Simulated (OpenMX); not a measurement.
CaO under changes of volume

One of the cells (13.886 Å³/atom); the others are scaled copies at fixed shape and fractional positions:

```
CELL_PARAMETERS angstrom
0.00000 2.40356 2.40356
2.40356 0.00000 2.40356
2.40356 2.40356 0.00000
ATOMIC_POSITIONS crystal
Ca 0.00000 0.00000 0.00000
O 0.50000 0.50000 0.50000
```

The cell is a database's computed one.

```yaml
Program: OpenMX 3.8.5
Functional: PBE
Potentials_or_basis: OpenMX 2013 PBE set, Ca9.0-s3p2d1, O6.0-s2p2d1, fixed grid of 32 × 32 × 32 points
k_mesh: 11 × 11 × 11
Occupations: fermi-dirac, width 0.05 eV
Spin: no spin polarisation
```

| volume (Å³/atom) | energy over the lowest point (meV/atom) | gap on the mesh (eV) |
| --- | --- | --- |
| 13.052 | ? | ? |
| 13.330 | 5.80 | 3.16 |
| 13.608 | 0.80 | 3.15 |
| 13.886 | 0.00 | 3.14 |
| 14.163 | 2.91 | 3.13 |
| 14.441 | 8.92 | 3.12 |
| 14.719 | 17.63 | 3.11 |

Problem. What does the run at 13.052 Å³/atom give?

Solution. Energy over the lowest point 15.45 meV/atom; gap on the mesh 3.17 eV.

Worked out: A Birch-Murnaghan fit of order 3 (a polynomial in V^(-2/3)) to the other rows has its minimum at 13.80 Å³/atom with B0 = V·E''(V) = 109 GPa and B' = 6.5. It gives 15.76 meV/atom at 13.052 Å³/atom, against the run's 15.45. A straight line through the other rows of the gap, of slope -0.505 eV per unit of ln V, extrapolates to 3.17 eV, against the run's 3.17.

Energies are extrapolated to zero smearing.

Caveats: an odd mesh through Γ misses points on the zone boundary, where band edges often lie; the basis of atomic orbitals isn't converged, which shifts pressures, moduli and gaps.
